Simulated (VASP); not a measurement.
ZnS: single point with PBEsol

The system is ZnS.

```
CELL_PARAMETERS angstrom
0.00000 2.58384 2.58384
2.58384 0.00000 2.58384
2.58384 2.58384 0.00000
ATOMIC_POSITIONS crystal
S 0.00000 0.00000 0.00000
Zn 0.50000 0.50000 0.50000
```

The cell was built by a generator and needn't be a form met in nature.

```json
{"Program": "VASP 6.6.1", "Task": "single point", "Functional": "PBEsol", "Potentials or basis": "VASP PAW PBE potentials, release 64 (S, Zn)", "Cutoff": "520 eV", "k mesh": "12 × 12 × 12", "Occupations": "gaussian, width 0.05 eV", "Spin": "no spin polarisation"}
```

```yaml
Pressure: -7.0 GPa
Band_gap_on_the_k_mesh: none (metal or under the smearing width)
```

Levels at points of the mesh, in eV from the Fermi level:
| k point | band 6 | band 7 | band 8 | band 9 | band 10 | band 11 | band 12 | band 13 |
| --- | --- | --- | --- | --- | --- | --- | --- | --- |
| (0.00, 0.00, 0.00) | -6.20 | -0.55 | -0.55 | -0.55 | 1.41 | 8.98 | 8.98 | 8.98 |
| (0.50, 0.00, 0.00) | -6.05 | -5.27 | -0.11 | -0.11 | 3.70 | 5.51 | 5.51 | 6.96 |
| (0.50, 0.50, 0.00) | -5.64 | -4.97 | -2.38 | -2.38 | -0.40 | 5.39 | 11.26 | 11.82 |

It took 22 s on 1 thread of Intel(R) Xeon(R) 6975P-C (Granite Rapids) (shared host), peak memory 0.17 GiB.

Caveat: the PAW data sets were made with another functional, which shifts forces and pressure a little.
